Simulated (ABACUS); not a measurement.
# Mo (Im-3m) in ABACUS: settings compared

Aim: see how the results for Mo move with the level of theory and the settings. Levels: M06-L, LDA. Tasks: single point, relaxation of cell and atoms.

Everything below comes from runs of ABACUS 3.10.1. Logs are shortened: lines on timing, memory, paths and dates and some standing lists are left out, and cuts for length are marked.

### Step 1. The structure

Symmetry: Im-3m, No. 229, cubic system. Conventional cell: a = 3.168 Å, b = 3.168 Å, c = 3.168 Å, α = 90.00°, β = 90.00°, γ = 90.00°. Mo (site symmetry m-3m) has 8 Mo at 2.74 Å as nearest neighbours.

### Step 2. Single point, M06-L

run_abacus.py

```python
"""ABACUS run from a structure file: ASE reads it, the script writes STRU, KPT and INPUT."""
import re
import subprocess
from ase.io import read
from ase.units import Bohr

atoms = read("Mo.cif")
atoms = atoms[(-atoms.numbers).argsort(kind="stable")]  # ABACUS lists atoms element by element
pseudo = {'Mo': 'Mo_ONCV_PBE-1.2.upf'}
orbital = {}
magmoms = None
kmesh = [8, 8, 8]
params = {
    'suffix': 'Mo',
    'calculation': 'scf',
    'basis_type': 'pw',
    'pseudo_dir': './',
    'symmetry': 1,
    'dft_functional': 'MGGA_X_M06_L+MGGA_C_M06_L',
    'ecutwfc': 94,
    'pseudo_rcut': 10,
    'nspin': 1,
    'nbands': 17,
    'ks_solver': 'dav',
    'smearing_method': 'fd',
    'smearing_sigma': 0.00367493,
    'scf_thr': 1e-08,
    'scf_nmax': 100,
    'mixing_type': 'broyden',
    'mixing_beta': 0.7,
    'cal_force': 1,
    'cal_stress': 1,
    'mixing_tau': 1,
    'out_chg': 1,
    'kpar': 4,
}

symbols = atoms.get_chemical_symbols()
elements = list(dict.fromkeys(symbols))
lines = ["ATOMIC_SPECIES"] + [f"{e} {atoms.get_masses()[symbols.index(e)]:.4f} {pseudo[e]}" for e in elements]
if orbital:
    lines += ["", "NUMERICAL_ORBITAL"] + [orbital[e] for e in elements]
lines += ["", "LATTICE_CONSTANT", f"{1 / Bohr:.10f}", "", "LATTICE_VECTORS"]
lines += [" ".join(f"{x:.10f}" for x in v) for v in atoms.cell]
lines += ["", "ATOMIC_POSITIONS", "Direct"]
for e in elements:
    lines += ["", e, "0.0", str(symbols.count(e))]
    for i, p in enumerate(atoms.get_scaled_positions(wrap=False)):
        if symbols[i] == e:
            mag = "" if magmoms is None else " mag " + " ".join(str(x) for x in (magmoms[i] if isinstance(magmoms[i], list) else [magmoms[i]]))
            lines.append(" ".join(f"{x:.10f}" for x in p) + " 1 1 1" + mag)
open("STRU", "w").write("\n".join(lines) + "\n")
open("KPT", "w").write("K_POINTS\n0\nGamma\n%d %d %d 0 0 0\n" % tuple(kmesh))
open("INPUT", "w").write("INPUT_PARAMETERS\n" + "".join(f"{k:<20s}{v}\n" for k, v in params.items()))

done = subprocess.run(['mpirun', '-np', '4', 'abacus'])
if done.returncode:
    raise SystemExit(done.returncode)
log = open("OUT.Mo/running_scf.log").read()
print("final energy (eV):", re.findall(r"FINAL_ETOT_IS (\S+)", log))
```

Mo.cif

```cif
data_Mo
_cell_length_a 2.74323761
_cell_length_b 2.74323761
_cell_length_c 2.74323761
_cell_angle_alpha 109.47122063
_cell_angle_beta 109.47122063
_cell_angle_gamma 109.47122063
_space_group_name_H-M_alt 'P1'
_space_group_name_Hall 'P 1'
_space_group_IT_number 1
loop_
_space_group_symop_operation_xyz
'x,y,z'
loop_
_atom_site_label
_atom_site_type_symbol
_atom_site_symmetry_multiplicity
_atom_site_Wyckoff_symbol
_atom_site_fract_x
_atom_site_fract_y
_atom_site_fract_z
_atom_site_occupancy
Mo1 Mo 1 a 0.0000000000 0.0000000000 0.0000000000 1
```

Potentials or basis: SG15 ONCV 1.2 PBE, plane waves.

On the command line:

```sh
OMP_NUM_THREADS=1 python run_abacus.py > log
```

running log:

```text
ABACUS v3.10.1

               Atomic-orbital Based Ab-initio Computation at UStc

 ------------------------------------------------------------------------------------

 READING GENERAL INFORMATION
                           global_out_dir = OUT.Mo/
                           global_in_card = INPUT
                               pseudo_dir = ./
                              orbital_dir =
                                    DSIZE = 4
                                    GSIZE = 1

 READING UNITCELL INFORMATION
                                    ntype = 1
                  lattice constant (Bohr) = 1.88973
              lattice constant (Angstrom) = 1

 READING ATOM TYPE 1
                               atom label = Mo
                      L=0, number of zeta = 1
                      L=1, number of zeta = 1
                      L=2, number of zeta = 1
             number of atom for this type = 1

                        TOTAL ATOM NUMBER = 1
DIRECT COORDINATES
    atom                   x                   y                   z     mag                  vx                  vy                  vz
taud_Mo1            0.0000000000        0.0000000000        0.0000000000  0.0000        0.0000000000        0.0000000000        0.0000000000

                          Volume (Bohr^3) = 107.242
                             Volume (A^3) = 15.8916

 Lattice vectors: (Cartesian coordinate: in unit of a_0)
             +2.74324                  +0                  +0
            -0.914413            +2.58635                  +0
            -0.914413            -1.29317            +2.23984
 Reciprocal vectors: (Cartesian coordinate: in unit of 2 pi/a_0)
            +0.364533           +0.128882            +0.22323
                   -0           +0.386645            +0.22323
                   +0                  -0            +0.44646
 The esolver type has been set to : ksdft_pw

                PAO radial cut off (Bohr) = 10

 Read in pseudopotential file is Mo_ONCV_PBE-1.2.upf
                     pseudopotential type = NC
          exchange-correlation functional = PBE
                 nonlocal core correction = 0
                        valence electrons = 14
                                     lmax = 2
                           number of zeta = 0
                     number of projectors = 6
                           L of projector = 0
                           L of projector = 0
                           L of projector = 1
                           L of projector = 1
                           L of projector = 2
                           L of projector = 2
 XC functional updated to : MGGA_X_M06_L+MGGA_C_M06_L
          exchange-correlation functional = MGGA_X_M06_L+MGGA_C_M06_L
     initial pseudo atomic orbital number = 0

 SETUP THE ELECTRONS NUMBER
            electron number of element Mo = 14
      total electron number of element Mo = 14
            AUTOSET number of electrons:  = 14
                           occupied bands = 7
                                   NBANDS = 17
                                   NLOCAL = 9

%%%%%%%%%%%%%%%%%%%%%%%%%%%%%%%%%%%%%%%%%%%%%%%%%%%%%%%%%%%%%%%%%%%%%%%%%%%%%%%%%%%%%%%%%%%%%%%%%%%%%%%%%%
 Warning: the number of valence electrons in pseudopotential > 6 for Mo: [Kr] 4d5 5s1
 Pseudopotentials with additional electrons can yield (more) accurate outcomes, but may be less efficient.
 If you're confident that your chosen pseudopotential is appropriate, you can safely ignore this warning.
%%%%%%%%%%%%%%%%%%%%%%%%%%%%%%%%%%%%%%%%%%%%%%%%%%%%%%%%%%%%%%%%%%%%%%%%%%%%%%%%%%%%%%%%%%%%%%%%%%%%%%%%%%

 SETUP THE PLANE WAVE BASIS
 energy cutoff for charge/potential (unit:Ry) = 376
            fft grid for charge/potential = [ 32, 32, 32 ]
                        fft grid division = [ 1, 1, 1 ]
        big fft grid for charge/potential = [ 32, 32, 32 ]
                                     nbxx = 32768
                                     nrxx = 32768

 SETUP PLANE WAVES FOR CHARGE/POTENTIAL
                    number of plane waves = 13115
                         number of sticks = 749

 PARALLEL PW FOR CHARGE/POTENTIAL
     PROC   COLUMNS(POT)             PW
        1            749          13115
 --------------- sum -------------------
        1            749          13115
                            number of |g| = 200
                                  max |g| = 33.8855
                                  min |g| = 0

----------- Double Check Mixing Parameters Begin ------------
mixing_type: broyden
mixing_beta: 0.7
mixing_gg0: 1
mixing_gg0_min: 0.1
mixing_ndim: 8
----------- Double Check Mixing Parameters End ------------

 LATTICE VECTORS: (CARTESIAN COORDINATE: IN UNIT OF A0)
             +2.74324                  +0                  +0
            -0.914413            +2.58635                  +0
            -0.914413            -1.29317            +2.23984
                       right hand lattice = 1
                                   NORM_A = 2.74324
                                   NORM_B = 2.74324
                                   NORM_C = 2.74324
                           ALPHA (DEGREE) = 109.471
                           BETA  (DEGREE) = 109.471
                           GAMMA (DEGREE) = 109.471

 The lattice vectors have been changed (STRU_SIMPLE.cif)

(for optimal symmetric configuration:)
                             BRAVAIS TYPE = 2
                     BRAVAIS LATTICE NAME = 02. Cubic I (body-centered)
                                    ibrav = 2
                                    IBRAV = 2
                                  BRAVAIS = BODY CENTERED CUBIC
                       LATTICE CONSTANT A = 3.16762
Original cell was already a primitive cell.
                        ROTATION MATRICES = 48
              PURE POINT GROUP OPERATIONS = 48
                   SPACE GROUP OPERATIONS = 48
                              POINT GROUP = O_h
               POINT GROUP IN SPACE GROUP = O_h

 SETUP K-POINTS
                                    nspin = 1
                   Input type of k points = Monkhorst-Pack(Gamma)
                                   nkstot = 512
                       right hand lattice = 1
(for reciprocal lattice: )
                             BRAVAIS TYPE = 3
                     BRAVAIS LATTICE NAME = 03. Cubic F (face-centered)
                                    ibrav = 3
                       right hand lattice = 1
(for k-lattice: )
                             BRAVAIS TYPE = 3
                     BRAVAIS LATTICE NAME = 03. Cubic F (face-centered)
                                    ibrav = 3
                       right hand lattice = 1
                        ROTATION MATRICES = 48
                               nkstot_ibz = 29
K-POINTS REDUCTION ACCORDING TO SYMMETRY
     IBZ    DIRECT_X    DIRECT_Y    DIRECT_Z  WEIGHT  ibz2bz
       1  0.00000000  0.00000000  0.00000000  0.0020       0
       2 -0.12500000  0.12500000  0.00000000  0.0234       1
       3 -0.25000000  0.25000000  0.00000000  0.0234       2
       4 -0.37500000  0.37500000  0.00000000  0.0234       3
       5  0.50000000  0.50000000  0.00000000  0.0117       4
       6 -0.25000000  0.12500000  0.12500000  0.0469       9
[... 21 lines left out ...]
      28  0.50000000  0.50000000  0.37500000  0.0234     228
      29  0.50000000  0.50000000  0.50000000  0.0020     292

                               nkstot now = 29
[... K-POINTS DIRECT COORDINATES: 29 rows ...]

           k-point number in this process = 8
       minimum distributed K point number = 7
[... stars of the k points ...]

[... K-POINTS CARTESIAN COORDINATES: 8 rows ...]

[... K-POINTS DIRECT COORDINATES: 8 rows ...]

 SETUP PLANE WAVES FOR WAVE FUNCTIONS
     energy cutoff for wavefunc (unit:Ry) = 94
              fft grid for wave functions = [ 32, 32, 32 ]
                    number of plane waves = 2347
                         number of sticks = 241

 PARALLEL PW FOR WAVE FUNCTIONS
     PROC   COLUMNS(POT)             PW
        1            241           2347
 --------------- sum -------------------
        1            241           2347

 SETUP NONLOCAL PSEUDOPOTENTIALS IN PLANE WAVE BASIS
 Mo non-local projectors:
 projector 1 L=0
 projector 2 L=0
 projector 3 L=1
 projector 4 L=1
 projector 5 L=2
 projector 6 L=2
      TOTAL NUMBER OF NONLOCAL PROJECTORS = 18

 Init Non-Local PseudoPotential table :
 Init Non-Local-Pseudopotential done.

                                     npwx = 1648

 -------------------------------------------
 SELF-CONSISTENT
 -------------------------------------------
                                 init_chg = atomic

 PW ALGORITHM --------------- ION=   1  ELEC=   1--------------------------------
 Notice: Threshold on eigenvalues was too large.
 hsover_error=0.14 > DRHO=0.0843114
 Origin diag ethr = 0.01
 New diag ethr = 0.000602225

 Density error is 0.077941618828
                          Error Threshold = 0.000602224584104
----------------------------------------------------------
     Energy           Rydberg                 eV
----------------------------------------------------------
 E_KohnSham     -137.1737724423      -1866.3449213712
 E_Harris       -138.6468202171      -1886.3867645343
 E_Fermi        1.5806621378         21.5060116869
----------------------------------------------------------
[... 75 lines left out ...]
 Density error is 2.07700983716e-09
                          Error Threshold = 1.98055599917e-09
----------------------------------------------------------
     Energy           Rydberg                 eV
----------------------------------------------------------
 E_KohnSham     -137.2045181628      -1866.7632383590
 E_KS(sigma->0) -137.2042962929      -1866.7602196638
 E_Harris       -137.2042695755      -1866.7598561553
 E_band         -5.0518017972        -68.7332896083
 E_one_elec     -20.8139717166       -283.1886133566
 E_Hartree      18.4698713292        251.2954914033
 E_xc           -15.6989230562       -213.5948060282
 E_Ewald        -119.1610509793      -1621.2692729871
 E_entropy(-TS) -0.0004437399        -0.0060373904
 E_descf        0.0000000000         0.0000000000
 E_exx          0.0000000000         0.0000000000
 E_Fermi        1.5318749236         20.8422275846
----------------------------------------------------------

 charge density convergence is achieved
 final etot is -1866.7632384 eV
 EFERMI = 20.842227585 eV

 STATE ENERGY(eV) AND OCCUPATIONS    NSPIN == 1
 1/8 kpoint (Cartesian) = 0.0000 0.0000 0.0000 (1601 pws)
       1       -42.4661     0.00390625
       2       -14.9063     0.00390625
       3       -14.9063     0.00390625
       4       -14.9063     0.00390625
       5        13.8013     0.00390625
       6        19.6519     0.00390625
[... 9 lines left out ...]
      16        51.4625        0.00000
      17        51.4625        0.00000
[... 78 lines left out ...]
       1       -42.3749      0.0937500
       2       -15.4191      0.0937500
       3       -15.0420      0.0937500
       4       -14.9537      0.0937500
       5        15.5137      0.0937500
       6        18.9199      0.0937500
[... 9 lines left out ...]
      16        47.1218        0.00000
      17        51.1481        0.00000

[... levels at 2 further k points ...]

------------------------------------------------------------------------------------------
 TOTAL-FORCE (eV/Angstrom)
------------------------------------------------------------------------------------------
                       Mo1         0.0000000000         0.0000000000         0.0000000000
------------------------------------------------------------------------------------------

----------------------------------------------------------------
 TOTAL-STRESS (KBAR)
----------------------------------------------------------------
       -16.5856379957         0.0000000011         0.0000000019
         0.0000000011       -16.5856379946         0.0000000030
         0.0000000019         0.0000000030       -16.5856379918
----------------------------------------------------------------
 TOTAL-PRESSURE: -16.585638 KBAR

 --------------------------------------------
 !FINAL_ETOT_IS -1866.7632383589825622 eV
 --------------------------------------------
```

Wall time 11 s (4 MPI ranks of Intel Xeon Platinum 8259CL at 2.50GHz (Skylake/Cascade Lake), shared host); peak memory 0.36 GiB.

What came out:

```
Free energy            : -1866.7632 eV
Pressure               : -1.7 GPa
Band gap on the k mesh : none (metal or under the smearing width)
```

Caveat: the potentials were made for another functional, which shifts forces and pressure.

### Step 3. Relaxation of cell and atoms, M06-L

Changes to run_abacus.py since step 2:

```diff
@@ -6,3 +6,3 @@
 
-atoms = read("Mo.cif")
+atoms = read("Mo.xyz")
 atoms = atoms[(-atoms.numbers).argsort(kind="stable")]  # ABACUS lists atoms element by element
@@ -14,3 +14,3 @@
     'suffix': 'Mo',
-    'calculation': 'scf',
+    'calculation': 'cell-relax',
     'basis_type': 'pw',
@@ -22,3 +22,3 @@
     'nspin': 1,
-    'nbands': 17,
+    'nbands': 11,
     'ks_solver': 'dav',
@@ -33,3 +33,7 @@
     'mixing_tau': 1,
-    'out_chg': 1,
+    'relax_nmax': 60,
+    'force_thr_ev': 0.005,
+    'relax_method': 'cg',
+    'out_stru': 1,
+    'stress_thr': 0.2,
     'kpar': 4,
@@ -58,3 +62,3 @@
     raise SystemExit(done.returncode)
-log = open("OUT.Mo/running_scf.log").read()
+log = open("OUT.Mo/running_cell-relax.log").read()
 print("final energy (eV):", re.findall(r"FINAL_ETOT_IS (\S+)", log))
```

Mo.xyz

```xyz
1
Lattice="-1.5838089719 1.5838089719 1.5838089719 1.5838089719 -1.5838089719 1.5838089719 1.5838089719 1.5838089719 -1.5838089719" Properties=species:S:1:pos:R:3 pbc="T T T"
Mo     0.0000000000      0.0000000000      0.0000000000
```

Potentials or basis: SG15 ONCV 1.2 PBE, plane waves.

On the command line:

```sh
OMP_NUM_THREADS=1 python run_abacus.py > log
```

It took 17 s on 4 MPI ranks of Intel Xeon Platinum 8259CL at 2.50GHz (Skylake/Cascade Lake), shared host; peak memory 0.36 GiB.

It converged, with:

* Free energy: -1866.7638 eV
* Relaxed volume: 15.79 Å³/atom
* Relaxed cell: a = 2.737 Å, b = 2.737 Å, c = 2.737 Å, α = 109.47°, β = 109.47°, γ = 109.47°
* Space group after relaxing (to 0.05 Å): Im-3m (No. 229)
* Energy gained by relaxing: 0.5 meV/atom
* Ionic steps: 3
* Pressure after relaxing: 0.0 GPa
* Band gap on the k mesh: none (metal or under the smearing width)

Step by step:
```csv
step,energy change (eV),largest force (eV/Å),pressure (GPa),volume (Å³)
1,0.0000,0.0000,-1.67,15.89
2,0.0040,0.0000,5.08,15.50
3,-0.0005,0.0000,-0.01,15.79
```

Final structure:
```
Mo
1.0
    -1.58048    1.58048    1.58048
     1.58048   -1.58048    1.58048
     1.58048    1.58048   -1.58048
Mo
1
Direct
  0.00000 0.00000 0.00000
```

Levels at points of the mesh, in eV from the Fermi level:
```csv
k point,band 3,band 4,band 5,band 6,band 7,band 8,band 9,band 10,band 11
"(0.00, 0.00, 0.00)",-35.73,-35.73,-7.06,-1.20,-1.20,-1.20,1.81,1.81,15.10
"(0.50, 0.50, 0.00)",-36.15,-35.74,-5.18,-3.26,1.63,1.84,2.44,4.80,11.80
"(0.50, 0.50, 0.50)",-36.64,-36.64,-5.31,-5.31,4.05,4.05,4.05,9.31,9.31
```

Caveat: the potentials were made for another functional, which shifts forces and pressure.

### Step 4. Single point, LDA

INPUT

```
INPUT_PARAMETERS
suffix              Mo
calculation         scf
basis_type          pw
pseudo_dir          ./
symmetry            1
dft_functional      pz
ecutwfc             81
pseudo_rcut         10
nspin               1
nbands              17
ks_solver           dav
smearing_method     fd
smearing_sigma      0.00367493
scf_thr             1e-08
scf_nmax            100
mixing_type         broyden
mixing_beta         0.7
cal_force           1
cal_stress          1
out_chg             1
kpar                4
```

STRU

```
ATOMIC_SPECIES
Mo 95.9500 Mo.upf

LATTICE_CONSTANT
1.8897261246

LATTICE_VECTORS
-1.5838089719 1.5838089719 1.5838089719
1.5838089719 -1.5838089719 1.5838089719
1.5838089719 1.5838089719 -1.5838089719

ATOMIC_POSITIONS
Cartesian

Mo
0.0
1
0.0000000000 0.0000000000 0.0000000000 1 1 1
```

KPT

```
K_POINTS
0
Gamma
10 10 10 0 0 0
```

Potentials or basis: PseudoDojo NC SR 0.4.1 LDA standard, plane waves.

On the command line:

```sh
OMP_NUM_THREADS=1 mpirun -np 4 abacus > log
```

Run time: 4.6 s. Hardware: 4 MPI ranks of Intel Xeon 6975P-C (Granite Rapids), shared host; peak memory 0.24 GiB.

Results (log left out):

| Item | Value |
| --- | --- |
| Free energy | -1914.7088 eV |
| Pressure | -13.7 GPa |
| Band gap on the k mesh | none (metal or under the smearing width) |

Levels at points of the mesh, in eV from the Fermi level:
```tsv
k point	band 3	band 4	band 5	band 6	band 7	band 8	band 9	band 10	band 11	band 12
(0.00, 0.00, 0.00)	-34.57	-34.57	-7.31	-1.44	-1.44	-1.44	1.50	1.50	14.82	14.82
(0.50, 0.50, 0.00)	-35.00	-34.58	-5.35	-3.43	1.48	1.53	2.14	4.57	11.23	11.91
(0.50, 0.50, 0.50)	-35.50	-35.50	-5.44	-5.44	3.82	3.82	3.82	8.83	8.83	8.83
```

### Step 5. The runs side by side

```tsv
task	level	potentials or basis	cell	k mesh	cutoff (eV)	max steps of the relaxation	force threshold	optimiser	stress threshold	gap on the mesh (eV)	pressure (GPa)
single point	M06-L	SG15 ONCV 1.2 PBE, plane waves	as given	8 × 8 × 8	1279	-	-	-	-	none	-1.7
relaxation of cell and atoms	M06-L	SG15 ONCV 1.2 PBE, plane waves	relaxed	8 × 8 × 8	1279	60	0.005 eV/Å	cg	0.2 kbar	none	0.0
single point	LDA	PseudoDojo NC SR 0.4.1 LDA standard, plane waves	as given	10 × 10 × 10	1102	-	-	-	-	none	-13.7
```

Alike in all rows: no spin polarisation; smearing fermi-dirac 0.05 eV.

Caveats: the potentials were made for another functional, which shifts forces and pressure (some runs).

Total energies depend on the potentials used, so only differences within one code and one set of settings carry meaning.
